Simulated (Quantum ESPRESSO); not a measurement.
# SrO (Fm-3m) in Quantum ESPRESSO: settings compared, part 3 of 3

Quantum ESPRESSO 7.5. The steps go on from the part before.

## (11) Band structure, PBEsol

File pw.in:

```
&CONTROL
  calculation = 'scf'
  prefix = 'pwscf'
  outdir = './tmp'
  pseudo_dir = './pseudo'
  tprnfor = .true.
  tstress = .true.
  disk_io = 'low'
/
&SYSTEM
  ibrav = 0
  A = 3.62929627
  nat = 2
  ntyp = 2
  ecutwfc = 84
  nbnd = 14
  occupations = 'smearing'
  smearing = 'fd'
  degauss = 0.00367493
/
&ELECTRONS
  conv_thr = 4d-10
  electron_maxstep = 120
  mixing_beta = 0.5
/
ATOMIC_SPECIES
Sr    87.6200 Sr.upf
O     15.9990 O.upf
CELL_PARAMETERS alat
   0.0000000000    0.7071067802    0.7071067802
   0.7071067802    0.0000000000    0.7071067802
   0.7071067802    0.7071067802    0.0000000000
ATOMIC_POSITIONS alat
Sr     0.7071067802    0.7071067802    0.7071067802
O      0.0000000000    0.0000000000    0.0000000000
K_POINTS automatic
9 9 9 0 0 0
```

File bands.in:

```
&CONTROL
  calculation = 'bands'
  prefix = 'pwscf'
  outdir = './tmp'
  pseudo_dir = './pseudo'
  disk_io = 'low'
  verbosity = 'high'
/
&SYSTEM
  ibrav = 0
  A = 3.62929627
  nat = 2
  ntyp = 2
  ecutwfc = 84
  nbnd = 14
  occupations = 'smearing'
  smearing = 'fd'
  degauss = 0.00367493
/
&ELECTRONS
  conv_thr = 1d-08
  electron_maxstep = 120
  mixing_beta = 0.5
  diago_full_acc = .true.
/
ATOMIC_SPECIES
Sr    87.6200 Sr.upf
O     15.9990 O.upf
CELL_PARAMETERS alat
   0.0000000000    0.7071067802    0.7071067802
   0.7071067802    0.0000000000    0.7071067802
   0.7071067802    0.7071067802    0.0000000000
ATOMIC_POSITIONS alat
Sr     0.7071067802    0.7071067802    0.7071067802
O      0.0000000000    0.0000000000    0.0000000000
K_POINTS crystal
60
 0.0000000000  0.0000000000  0.0000000000 1
 0.0625000000  0.0000000000  0.0625000000 1
 0.1250000000  0.0000000000  0.1250000000 1
 0.1875000000  0.0000000000  0.1875000000 1
 0.2500000000  0.0000000000  0.2500000000 1
 0.3125000000  0.0000000000  0.3125000000 1
 0.3750000000  0.0000000000  0.3750000000 1
 0.4375000000  0.0000000000  0.4375000000 1
 0.5000000000  0.0000000000  0.5000000000 1
 0.5000000000  0.0625000000  0.5625000000 1
 0.5000000000  0.1250000000  0.6250000000 1
 0.5000000000  0.1875000000  0.6875000000 1
 0.5000000000  0.2500000000  0.7500000000 1
 0.4375000000  0.3125000000  0.7500000000 1
 0.3750000000  0.3750000000  0.7500000000 1
 0.3375000000  0.3375000000  0.6750000000 1
 0.3000000000  0.3000000000  0.6000000000 1
 0.2625000000  0.2625000000  0.5250000000 1
 0.2250000000  0.2250000000  0.4500000000 1
 0.1875000000  0.1875000000  0.3750000000 1
 0.1500000000  0.1500000000  0.3000000000 1
 0.1125000000  0.1125000000  0.2250000000 1
 0.0750000000  0.0750000000  0.1500000000 1
 0.0375000000  0.0375000000  0.0750000000 1
 0.0000000000  0.0000000000  0.0000000000 1
 0.0625000000  0.0625000000  0.0625000000 1
 0.1250000000  0.1250000000  0.1250000000 1
 0.1875000000  0.1875000000  0.1875000000 1
 0.2500000000  0.2500000000  0.2500000000 1
 0.3125000000  0.3125000000  0.3125000000 1
 0.3750000000  0.3750000000  0.3750000000 1
 0.4375000000  0.4375000000  0.4375000000 1
 0.5000000000  0.5000000000  0.5000000000 1
 0.5250000000  0.4500000000  0.5250000000 1
 0.5500000000  0.4000000000  0.5500000000 1
 0.5750000000  0.3500000000  0.5750000000 1
 0.6000000000  0.3000000000  0.6000000000 1
 0.6250000000  0.2500000000  0.6250000000 1
 0.5833333333  0.2500000000  0.6666666667 1
 0.5416666667  0.2500000000  0.7083333333 1
 0.5000000000  0.2500000000  0.7500000000 1
 0.5000000000  0.2857142857  0.7142857143 1
 0.5000000000  0.3214285714  0.6785714286 1
 0.5000000000  0.3571428571  0.6428571429 1
 0.5000000000  0.3928571429  0.6071428571 1
 0.5000000000  0.4285714286  0.5714285714 1
 0.5000000000  0.4642857143  0.5357142857 1
 0.5000000000  0.5000000000  0.5000000000 1
 0.4821428571  0.4821428571  0.5357142857 1
 0.4642857143  0.4642857143  0.5714285714 1
 0.4464285714  0.4464285714  0.6071428571 1
 0.4285714286  0.4285714286  0.6428571429 1
 0.4107142857  0.4107142857  0.6785714286 1
 0.3928571429  0.3928571429  0.7142857143 1
 0.3750000000  0.3750000000  0.7500000000 1
 0.6250000000  0.2500000000  0.6250000000 1
 0.5937500000  0.1875000000  0.5937500000 1
 0.5625000000  0.1250000000  0.5625000000 1
 0.5312500000  0.0625000000  0.5312500000 1
 0.5000000000  0.0000000000  0.5000000000 1
```

Potentials or basis: PseudoDojo 0.4.1 SR PBEsol standard.

Command:

```
$ OMP_NUM_THREADS=1 pw.x -in pw.in > pw.out
$ OMP_NUM_THREADS=1 pw.x -in bands.in > bands.out
```

pw.out:

```text
This program is part of the open-source Quantum ESPRESSO suite
     for quantum simulation of materials; please cite
         "P. Giannozzi et al., J. Phys.:Condens. Matter 21 395502 (2009);
         "P. Giannozzi et al., J. Phys.:Condens. Matter 29 465901 (2017);
         "P. Giannozzi et al., J. Chem. Phys. 152 154105 (2020);
     in publications or presentations arising from this work. More details at

     Message from routine setup:
     using ibrav=0 with symmetry is DISCOURAGED, use correct ibrav instead

     G-vector sticks info
     --------------------
     sticks:   dense  smooth     PW     G-vecs:    dense   smooth      PW
     Sum        1075    1075    313                23589    23589    3839

     Using Slab Decomposition

     bravais-lattice index     =            0
     lattice parameter (alat)  =       6.8584  a.u.
     unit-cell volume          =     228.1124 (a.u.)^3
     number of atoms/cell      =            2
     number of atomic types    =            2
     number of electrons       =        16.00
     number of Kohn-Sham states=           14
     kinetic-energy cutoff     =      84.0000  Ry
     charge density cutoff     =     336.0000  Ry
     scf convergence threshold =      4.0E-10
     mixing beta               =       0.5000
     number of iterations used =            8  plain     mixing
     Exchange-correlation= PBESOL
                           (   1   4  10   8   0   0   0)

     celldm(1)=   6.858376  celldm(2)=   0.000000  celldm(3)=   0.000000
     celldm(4)=   0.000000  celldm(5)=   0.000000  celldm(6)=   0.000000

     crystal axes: (cart. coord. in units of alat)
               a(1) = (   0.000000   0.707107   0.707107 )
               a(2) = (   0.707107   0.000000   0.707107 )
               a(3) = (   0.707107   0.707107   0.000000 )

     reciprocal axes: (cart. coord. in units 2 pi/alat)
               b(1) = ( -0.707107  0.707107  0.707107 )
               b(2) = (  0.707107 -0.707107  0.707107 )
               b(3) = (  0.707107  0.707107 -0.707107 )

     PseudoPot. # 1 for Sr read from file:
     Sr.upf
     Pseudo is Norm-conserving + core correction, Zval = 10.0
     Generated using ONCVPSP code by D. R. Hamann
     Using radial grid of 1834 points,  6 beta functions with:
                l(1) =   0
                l(2) =   0
                l(3) =   1
                l(4) =   1
                l(5) =   2
                l(6) =   2

     PseudoPot. # 2 for O  read from file:
     O.upf
     Pseudo is Norm-conserving + core correction, Zval =  6.0
     Generated using ONCVPSP code by D. R. Hamann
     Using radial grid of  936 points,  5 beta functions with:
                l(1) =   0
                l(2) =   0
                l(3) =   1
                l(4) =   1
                l(5) =   2

     atomic species   valence    mass     pseudopotential
     Sr               10.00    87.62000     Sr( 1.00)
     O                 6.00    15.99900     O ( 1.00)

     48 Sym. Ops., with inversion, found

   Cartesian axes

     site n.     atom                  positions (alat units)
         1        Sr     tau(   1) = (   0.7071068   0.7071068   0.7071068  )
         2        O      tau(   2) = (   0.0000000   0.0000000   0.0000000  )

     number of k points=    35  Fermi-Dirac smearing, width (Ry)=  0.0037
                       cart. coord. in units 2pi/alat
        k(    1) = (   0.0000000   0.0000000   0.0000000), wk =   0.0027435
        k(    2) = (   0.0785674   0.0785674  -0.0785674), wk =   0.0219479
        k(    3) = (   0.1571348   0.1571348  -0.1571348), wk =   0.0219479
        k(    4) = (   0.2357023   0.2357023  -0.2357023), wk =   0.0219479
        k(    5) = (   0.3142697   0.3142697  -0.3142697), wk =   0.0219479
        k(    6) = (   0.1571348  -0.0000000   0.0000000), wk =   0.0164609
[... 27 lines left out ...]
        k(   34) = (  -0.0000000  -0.4714045   0.6285394), wk =   0.0658436
        k(   35) = (  -0.0785674  -0.3928371   0.7071068), wk =   0.0658436

     Dense  grid:    23589 G-vectors     FFT dimensions: (  45,  45,  45)

     Initial potential from superposition of free atoms

     starting charge      15.9922, renormalised to      16.0000
     Starting wfcs are    9 randomized atomic wfcs +    5 random wfcs

     Self-consistent Calculation

     iteration #  1     ecut=    84.00 Ry     beta= 0.50
     Davidson diagonalization with overlap
     ethr =  1.00E-02,  avg # of iterations =  6.9

     total energy              =    -101.40829267 Ry
     estimated scf accuracy    <       0.56061461 Ry
[... 64 lines left out ...]
     iteration # 11     ecut=    84.00 Ry     beta= 0.50
     Davidson diagonalization with overlap
     ethr =  9.27E-12,  avg # of iterations =  1.9

     End of self-consistent calculation

          k = 0.0000 0.0000 0.0000 (  2975 PWs)   bands (ev):

   -24.2391  -7.0198  -5.8817  -5.8817  -5.8817   7.9192   7.9192   7.9192
    11.8183  14.1503  14.1503  14.1503  16.3612  16.3612

          k = 0.0786 0.0786-0.0786 (  2963 PWs)   bands (ev):
[... 131 lines left out ...]
   -24.0796  -8.2827  -6.2338  -6.0710  -5.0044   6.2472   6.9644   7.1731
    14.0474  14.9622  17.2222  17.2507  19.5452  20.4557

          k = 0.4714 0.1571 0.0000 (  2974 PWs)   bands (ev):

   -24.0919  -7.9032  -6.2418  -6.1708  -5.4345   6.7208   7.3474   7.6677
    12.2611  15.0615  17.0487  17.5714  18.2804  19.3387

          k =-0.1571-0.4714 0.6285 (  2971 PWs)   bands (ev):
[... 26 lines left out ...]
   -24.0533  -7.7778  -6.5274  -6.5193  -5.3010   6.7741   7.3947   7.5194
    13.4508  14.4738  16.6700  18.9055  19.3205  20.6732

     the Fermi energy is     9.9343 ev

!    total energy              =    -101.61962407 Ry
     estimated scf accuracy    <          3.8E-11 Ry
     smearing contrib. (-TS)   =      -0.00000000 Ry
     internal energy E=F+TS    =    -101.61962407 Ry

     The total energy is F=E-TS. E is the sum of the following terms:
     one-electron contribution =     -15.28788482 Ry
     hartree contribution      =      16.46444697 Ry
     xc contribution           =     -25.02600495 Ry
     ewald contribution        =     -77.77018128 Ry

     convergence has been achieved in  11 iterations

     Forces acting on atoms (cartesian axes, Ry/au):

     atom    1 type  1   force =     0.00000000    0.00000000    0.00000000
     atom    2 type  2   force =     0.00000000    0.00000000    0.00000000

     Total force =     0.000000     Total SCF correction =     0.000000

     Computing stress (Cartesian axis) and pressure

          total   stress  (Ry/bohr**3)                   (kbar)     P=       -7.54
  -0.00005126   0.00000000   0.00000000           -7.54        0.00        0.00
   0.00000000  -0.00005126  -0.00000000            0.00       -7.54       -0.00
  -0.00000000  -0.00000000  -0.00005126           -0.00       -0.00       -7.54

=------------------------------------------------------------------------------=
   JOB DONE.
=------------------------------------------------------------------------------=
```

Wall time 64 s (1 thread of Intel Xeon Platinum 8259CL at 2.50GHz (Skylake/Cascade Lake), shared host); peak memory 0.09 GiB.

What came out:

| Quantity | Value |
| --- | --- |
| Free energy | -1382.6054 eV |
| Pressure | -0.8 GPa |
| Band gap on the k mesh | 3.27 eV, indirect (least direct gap 3.35 eV) |
| Band gap along the path | 3.21 eV, indirect (least direct gap 3.28 eV) |

Levels at the corners of the path, in eV from the valence-band top:
```csv
point,band 5,band 6,band 7,band 8,band 9,band 10,band 11,band 12
Γ,-13.80,0.00,0.00,0.00,3.90,6.23,6.23,6.23
X,-14.19,-0.40,-0.07,-0.07,3.21,7.86,10.22,10.29
W,-13.22,-1.13,-0.42,-0.42,5.98,5.98,8.70,11.28
K,-13.41,-0.95,-0.56,-0.45,4.74,7.88,8.81,10.27
Γ,-13.80,0.00,0.00,0.00,3.90,6.23,6.23,6.23
L,-12.61,-2.20,-1.13,-1.13,6.55,8.30,8.93,8.93
U,-13.41,-0.95,-0.56,-0.45,4.74,7.88,8.81,10.27
W,-13.22,-1.13,-0.42,-0.42,5.98,5.98,8.70,11.28
L,-12.61,-2.20,-1.13,-1.13,6.55,8.30,8.93,8.93
K,-13.41,-0.95,-0.56,-0.45,4.74,7.88,8.81,10.27
U,-13.41,-0.95,-0.56,-0.45,4.74,7.88,8.81,10.27
X,-14.19,-0.40,-0.07,-0.07,3.21,7.86,10.22,10.29
```

## (12) Summary

| task | level | potentials or basis | form of the LDA correlation | gap on the mesh (eV) | pressure (GPa) |
| --- | --- | --- | --- | --- | --- |
| band structure | LDA | PseudoDojo 0.4.1 SR LDA standard | PW92 | 3.22 | -4.0 |
| equation of state | LDA | PseudoDojo 0.4.1 SR LDA standard | PW92 | - | - |
| band structure | PBEsol | PseudoDojo 0.4.1 SR PBEsol standard | - | 3.27 | -0.8 |

Alike in all rows: no spin polarisation; cell as given; k mesh 9 × 9 × 9; cutoff (eV) 1143; smearing fermi-dirac 0.05 eV.

Absolute energies hang on the potentials; compare differences alone.
